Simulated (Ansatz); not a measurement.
Crystal: Ge.

```
Ge
1.0
     0.00000    2.82891    2.82891
     2.82891    0.00000    2.82891
     2.82891    2.82891    0.00000
Ge
2
Direct
  0.75000 0.75000 0.75000
  0.50000 0.50000 0.50000
```

Below is the output of Ansatz 0.2.0 for this cell. Logs are shortened: lines on timing, memory, paths and dates and some standing lists are left out, and cuts for length are marked.

```text
Warning: relax: with tetrahedron occupations the Hellmann–Feynman forces and the energy need not agree along the walk (scf.occupations.method in the input reference, under Limitations); prefer a smearing scheme for the relaxation and re-run the relaxed geometry with tetrahedron occupations for the final energies/DOS
Warning: output.forces, output.stress, relax.cell or npt_langevin: where a Kohn–Sham band that disperses or a degenerate level is filled in part under the method tetrahedron, the forces or the stress that this run publishes need not agree with its energy (scf.occupations.method in the input reference, under Limitations); prefer a smearing scheme for the forces or the stress
Warning: RAYON_NUM_THREADS=2 ignored (pool sized by the plan → 2); use --threads N
Engine: ansatz 0.2.0, x86_64-unknown-linux-gnu
Pseudopotentials: kind: paw_fr
Pseudopotential: Ge, paw_fr, valence charge 14, recommended cutoff 420 eV (normal), Ge.paw.azcp#standard-fr
Functional definition: RPBE
  parameter kappa = 0.804
  parameter beta = 0.06672455060314922
  exchange = rpbe_x(kappa = kappa, mu = beta*pi^2/3)
  correlation = pbe_c(beta = beta)
non-collinear run that drives no moment, with spin-orbit: no starting moment large enough to seed its density (crystal.atoms[].spin), no starting occupations that ask for one, no magnetisation constraint and no magnetic field, so the semilocal B_xc is pinned to zero
Crystal: 2 atoms, lattice volume = 45.278 Å³
Basis set: ecut = 420 eV, 893 PW (Γ), exchange–correlation on 54×54×54 points (8 copies of the dense FFT grid, shifted against one another)
Bands: 36, of which v1, the nominal top of the filled ones, is band 28 counted from 1 (27 counted from 0)
Symmetry: 48 space group operations + 48 with time reversal
Magnetic group: BNS 227.129 (UNI 1631), of the structure as read, at distance tolerance 3.6e-5 Å
k-points: 16 of 216
Projection manifold: j_resolved (fully-relativistic pseudo-atomic orbitals)
Non-local potential: Ge, projectors of the file, l = 0: 2, l = 1: 4, l = 2: 6, l = 3: 2
[... 114 lines left out ...]
  E_aug_tail   = 0.000556  (compensation charges beyond the density's cutoff)
  E_ewald      = -2613.803101
  E_core_change = -0.363231  (= ΣΔE_core)
  E_smearing   = -0.000084  (= −TS)
  E_closure    = -0.000000  (closes the sum)
  Σ components = -8601.586189   (vs F -8601.586189, Δ=0.00e0)
--- Forces (eV/Å), atoms counted from 1 ---
  atom   1  Ge     0.00000000    -0.00000000     0.00000000
  atom   2  Ge    -0.00000000     0.00000000    -0.00000000
  max |Σ_I F_I| component: 2.43e-17 eV/Å
--- Stress (GPa, compression-positive) ---
        0.026181       0.000000      -0.000000
        0.000000       0.026181      -0.000000
       -0.000000      -0.000000       0.026181
  P = ⅓ Tr σ = 0.0262 GPa (0.262 kbar)
--- Band table (eV; the first three rows and the last of 16) ---
  k-point 0: bands = ["-17.3162", "-17.3162", "-17.3162", "-17.3162", "-17.2648", "-17.2648", "-17.2648", "-17.2648", "-16.8032", "-16.8032", "-16.6916", "-16.6916", "-16.6916", "-16.6916", "-16.6609", "-16.6609", "-16.6609", "-16.6609", "-16.5996", "-16.5996", "-4.4941", "-4.4941", "7.0448", "7.0448", "7.4540", "7.4540", "7.7313", "7.7313", "7.7313", "7.7313", "10.0180", "10.0180", "10.2248", "10.2248", "10.2248", "10.2248"]
  k-point 1: bands = ["-17.3179", "-17.3179", "-17.3126", "-17.3126", "-17.2680", "-17.2680", "-17.2623", "-17.2623", "-16.7947", "-16.7947", "-16.7069", "-16.7069", "-16.6998", "-16.6998", "-16.6516", "-16.6516", "-16.6492", "-16.6492", "-16.6036", "-16.6036", "-4.1842", "-4.1842", "4.4478", "4.4478", "7.0786", "7.0786", "7.2582", "7.2582", "8.3489", "8.3489", "10.7197", "10.7197", "10.8603", "10.8603", "11.5277", "11.5277"]
  k-point 2: bands = ["-17.3206", "-17.3206", "-17.3034", "-17.3034", "-17.2763", "-17.2763", "-17.2581", "-17.2581", "-16.7749", "-16.7749", "-16.7298", "-16.7298", "-16.7103", "-16.7103", "-16.6390", "-16.6390", "-16.6349", "-16.6349", "-16.6132", "-16.6132", "-3.3325", "-3.3325", "1.7920", "1.7920", "6.4871", "6.4871", "6.6627", "6.6627", "7.8797", "7.8797", "11.2797", "11.2797", "11.3962", "11.3962", "14.3148", "14.3148"]
  k-point 15: bands = ["-17.3187", "-17.3187", "-17.3043", "-17.3043", "-17.2772", "-17.2772", "-17.2548", "-17.2548", "-16.7603", "-16.7603", "-16.7332", "-16.7332", "-16.6966", "-16.6966", "-16.6880", "-16.6880", "-16.6236", "-16.6236", "-16.5961", "-16.5961", "-0.8711", "-0.8711", "-0.8536", "-0.8536", "4.2503", "4.2503", "4.3163", "4.3163", "10.2893", "10.2893", "10.3565", "10.3565", "13.8897", "13.8897", "13.9547", "13.9547"]
--- Relaxed structure (4 steps of the walk, 4 accepted, 1 SCFs on fresh bases) ---
  F+E_penalty+E_count = -8601.58618891 eV   max|allowed force component| = 2.544e-17 eV/Å   (the final SCF, on the basis selected at the relaxed cell)
  cell:  # Å, volume = 49.1968 Å³
    - [-2.4696631393930818e-33, 2.9082765423842747, 2.9082765423842756]
    - [2.9082765423842747, -1.1448663964422274e-33, 2.9082765423842756]
    - [2.9082765423842747, 2.9082765423842747, -1.2228892878949416e-33]
  atoms:
    - { symbol: Ge, position: [0.75, 0.75, 0.75] }
    - { symbol: Ge, position: [0.5000000000000001, 0.5000000000000001, 0.4999999999999999] }
```

Question: What input gives this log?

Answer: Relaxation of cell and atoms with RPBE, spin-orbit coupling, no magnetisation. The files as run (others can give the same):

input.yaml
```yaml
crystal:
  lattice:
    - [0.0, 2.82891, 2.82891]
    - [2.82891, 0.0, 2.82891]
    - [2.82891, 2.82891, 0.0]
  atoms:
    - { symbol: Ge, position: [0.75, 0.75, 0.75] }
    - { symbol: Ge, position: [0.5, 0.5, 0.5] }
hamiltonian:
  xc: rpbe
  pseudopotentials: { kind: paw_fr }
magnetization:
  noncollinear: true
  spin_orbit: true
kpoints:
  mp_grid: { grid: [6, 6, 6] }
scf:
  occupations: { method: tetrahedron }
output:
  forces: true
  stress: true
relax:
  f_tol: 0.01
  max_steps: 40
  cell: { stress_tol: 0.05 }
```

Potentials or basis: Ansatz PAW.
Run with:
```console
$ ansatz run input.yaml --threads 2 --pin off --max-ram 5632MiB --backend cpu --events-out ev --progress --plain --runs-dir out
```

Caveat: the plane-wave basis is chosen anew once the cell has moved, so the energies of steps on either side of that aren't comparable; the PAW data sets come from PBE, with cores solved anew for the run's functional, which leaves a small shift of forces and pressure; with tetrahedron occupations forces and stress needn't match the slope of the energy.
